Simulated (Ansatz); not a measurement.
# BN squeezed and stretched

A database entry relaxed whole under r2SCAN (P6_3mc):

```
CELL_PARAMETERS angstrom
2.54340 0.00000 0.00000
-1.27170 2.20265 0.00000
0.00000 0.00000 4.20699
ATOMIC_POSITIONS crystal
B 0.66667 0.33333 0.00016
B 0.33333 0.66667 0.50016
N 0.66667 0.33333 0.37484
N 0.33333 0.66667 0.87484
```

The cell was scaled uniformly, its shape held, and the atoms relaxed at each volume with plane-wave PAW DFT (Ansatz 0.2.0; r2SCAN, 500 eV, 12×12×8 Γ-centred mesh, fermi-dirac occupations of width 0.020 eV; no spin, no spin-orbit coupling). One row is withheld.

```json
{"volume (Å³/atom)": "5.539", "energy over the lowest (meV/atom)": "28.4", "pressure (GPa)": "27.01", "gap over mesh and path (eV)": "5.622"}
{"volume (Å³/atom)": "5.656", "energy over the lowest (meV/atom)": "12.2", "pressure (GPa)": "17.14", "gap over mesh and path (eV)": "5.666"}
{"volume (Å³/atom)": "5.774", "energy over the lowest (meV/atom)": "?", "pressure (GPa)": "?", "gap over mesh and path (eV)": "?"}
{"volume (Å³/atom)": "5.892", "energy over the lowest (meV/atom)": "0.0", "pressure (GPa)": "-0.03", "gap over mesh and path (eV)": "5.750"}
{"volume (Å³/atom)": "6.010", "energy over the lowest (meV/atom)": "2.8", "pressure (GPa)": "-7.49", "gap over mesh and path (eV)": "5.774"}
{"volume (Å³/atom)": "6.128", "energy over the lowest (meV/atom)": "10.9", "pressure (GPa)": "-14.28", "gap over mesh and path (eV)": "5.813"}
{"volume (Å³/atom)": "6.246", "energy over the lowest (meV/atom)": "23.7", "pressure (GPa)": "-20.47", "gap over mesh and path (eV)": "5.844"}
```

Question: Fit the pressures of the other rows to the third-order Birch-Murnaghan form.

Answer: With f = [(V₀/V)^(2/3) − 1]/2 and P = 3B₀f(1 + 2f)^(5/2)[1 + 3(B₀′ − 4)f/2], least squares gives V₀ = 5.89 Å³ an atom, B₀ = 390 GPa and B₀′ = 3.7; the rows miss the fit by less than 0.01 GPa. The slope of the energies differs from these pressures by less than 0.05 GPa.

Question: How does the gap move with volume?

Answer: A parabola in ln(V/V₀) through the other rows has the slope dE_g/d ln V = +1.8 eV at V₀, so by B₀ the gap moves by -5 meV a GPa at this fixed shape: it narrows under pressure.

Question: What does the withheld row hold?

Answer: The fit gives 8.15 GPa at 5.774 Å³; the run gave 8.15 GPa and 2.9 meV an atom. Its gap is 5.706 eV, against 5.707 eV from the parabola.

Caveats: the shape of the cell was held, so B₀ is an upper bound where the axes differ in stiffness; 0 K, fixed nuclei; the symmetry was kept, and this need not be the phase that is stable at 0 K; one mesh for all volumes; r2SCAN gaps lie as a rule under measured ones; the slope of the gap can be off by tens of per cent, more where shallow d levels or spin-orbit coupling act on the edges; pressure is positive in compression.
